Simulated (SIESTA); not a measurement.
CaF2 (Fluorite):

```
Ca F
1.0
     0.00000    2.73100    2.73100
     2.73100    0.00000    2.73100
     2.73100    2.73100    0.00000
Ca F
1 2
Direct
  0.00000 0.00000 0.00000
  0.75000 0.75000 0.75000
  0.25000 0.25000 0.25000
```

Base run:

- Program: SIESTA 5.4.2
- Functional: BLYP
- Potentials or basis: PseudoDojo 0.4 standard (PBE files)
- Basis: DZP (energy shift 0.003 Ry; two zetas on semicore shells; d shell added on Ca)
- Grid cutoff: 800 Ry
- Energy shift: 0.003 Ry
- k mesh: 8 × 8 × 8
- Occupations: fermi-dirac, width 0.05 eV
- Spin: no spin polarisation

Its results: band gap on the k mesh 7.39 eV, indirect (least direct gap 7.64 eV); pressure 4.7 GPa.

Q: After a change of settings the same cell gave: band gap on the k mesh 7.37 eV, indirect (least direct gap 7.63 eV); pressure -0.1 GPa. Which change was it?
A. functional from BLYP to vdW-DF-cx
B. functional from BLYP to PBEsol; potentials or basis from PseudoDojo 0.4 standard (PBE files) to PseudoDojo 0.4 standard (PBEsol files)
C. functional from BLYP to LDA; potentials or basis from PseudoDojo 0.4 standard (PBE files) to PseudoDojo 0.4 standard (LDA files)
D. functional from BLYP to AM05; potentials or basis from PseudoDojo 0.4 standard (PBE files) to PseudoDojo 0.4 standard (PBEsol files)

A: A.

Caveats: the potentials were made for another functional, which shifts forces and pressure; the basis of atomic orbitals isn't converged, which shifts pressures, moduli and gaps.
